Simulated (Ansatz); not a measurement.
Crystal: Rh.

```xyz
1
Lattice="0.0000 1.8979 1.8979 1.8979 0.0000 1.8979 1.8979 1.8979 0.0000" Properties=species:S:1:pos:R:3 pbc="T T T"
Rh    0.0000    0.0000    0.0000
```

- Program: Ansatz 0.2.0
- Task: relaxation of cell and atoms
- Functional: HSEsol
- Potentials or basis: Ansatz PAW
- Cutoff: 420 eV (not typed: the program's choice for these potentials)
- k mesh: 6 × 6 × 6
- Occupations: fermi-dirac, width 0.05 eV
- Spin: no spin polarisation

At the start: volume 13.67 Å³/atom.

Question: Where does the relaxation end?

Answer: It ends after 5 steps and the volume is 13.23 Å³/atom (-3.2 %); space group Fm-3m (No. 225, to 0.05 Å).

Step by step:
```csv
step,energy change (eV),largest force (eV/Å),volume (Å³)
1,0.0000,0.0000,13.67
2,-0.0032,0.0000,12.85
3,-0.0140,0.0000,13.25
4,-0.0141,0.0000,13.23
5,-0.0138,0.0000,13.23
```

Final structure:
```cif
data_structure
_symmetry_space_group_name_H-M 'P 1'
_symmetry_Int_Tables_number 1
_cell_length_a 2.6546
_cell_length_b 2.6546
_cell_length_c 2.6546
_cell_angle_alpha 60.000
_cell_angle_beta 60.000
_cell_angle_gamma 60.000
_cell_volume 13.23
loop_
_atom_site_label
_atom_site_type_symbol
_atom_site_fract_x
_atom_site_fract_y
_atom_site_fract_z
_atom_site_occupancy
Rh1 Rh 0.00000 0.00000 0.00000 1
```

Caveat: the k mesh is coarse (spacing up to 0.48 Å⁻¹), so the values aren't converged, least of all with exact exchange; the plane-wave basis is chosen anew once the cell has moved, so the energies of steps on either side of that aren't comparable; the PAW data sets come from PBE, with cores solved anew for the run's functional, which leaves a small shift of forces and pressure.
